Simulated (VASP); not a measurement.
Wanted: the native input for a VASP 6.6.1 run.

| Item | Value |
| --- | --- |
| Task | relaxation of cell and atoms |
| Functional | PBE |
| Potentials or basis | VASP PAW PBE potentials, release 64 (Al, Ni) |
| Cutoff | 600 eV |
| k mesh | 15 × 15 × 15 |
| Occupations | methfessel-paxton, width 0.1 eV |
| Spin | no spin polarisation |
| Further INCAR settings | ALGO = Normal; EDIFF = 1e-06; IBRION = 2; EDIFFG = -0.005; NSW = 80; ISIF = 3 |

The structure of AlNi lies in POSCAR:

```
AlNi
1.0
    2.8597113000      0.0000000000      0.0000000000
    0.0000000000      2.8597113000      0.0000000000
    0.0000000000      0.0000000000      2.8597113000
Al Ni
1 1
Direct
    0.5000000000      0.5000000000      0.5000000000
    0.0000000000      0.0000000000      0.0000000000
```

The cell comes from a database or a generator and needn't be the stable form of this composition.

These files were run (other wordings do the same):

INCAR

```
PREC     = Accurate       # precision mode
ENCUT    = 600            # plane-wave cutoff, eV
EDIFF    = 1E-6           # SCF threshold, eV
ISMEAR   = 1              # smearing method
SIGMA    = 0.1            # smearing width, eV
LREAL    = False          # projectors in reciprocal space
LASPH    = True           # aspherical terms in the spheres
NELM     = 120            # most SCF steps
ALGO     = Normal         # electronic algorithm
ISIF     = 3              # what is computed and relaxed
LWAVE    = False          # write WAVECAR
LCHARG   = False          # write CHGCAR
GGA      = PE             # functional
IBRION   = 2              # ionic algorithm
NSW      = 80             # ionic steps
EDIFFG   = -0.005         # ionic threshold
KPAR     = 2
```

KPOINTS

```
Automatic mesh
0
Gamma
  15 15 15
```

Potentials or basis: VASP PAW PBE potentials, release 64 (Al, Ni).

Command:

```bash
$ cat potpaw_PBE.64/Al/POTCAR potpaw_PBE.64/Ni/POTCAR > POTCAR
$ mpirun -np 2 vasp_std > vasp.out
```

Results of the run:

The relaxed volume is 12.11 Å³/atom. The relaxed cell is a = 2.893 Å, b = 2.893 Å, c = 2.893 Å, α = 90.00°, β = 90.00°, γ = 90.00°, the space group after relaxing (to 0.05 Å) is Pm-3m (No. 221) and the energy gained by relaxing is 7.4 meV/atom. The ionic steps are 3, the pressure after relaxing is 0.0 GPa and the band gap on the k mesh is none (metal or under the smearing width).

Run time: 19 s on 2 MPI ranks on Intel(R) Xeon(R) Platinum 8488C (Sapphire Rapids), with other jobs on the host, peak memory 0.16 GiB a rank.
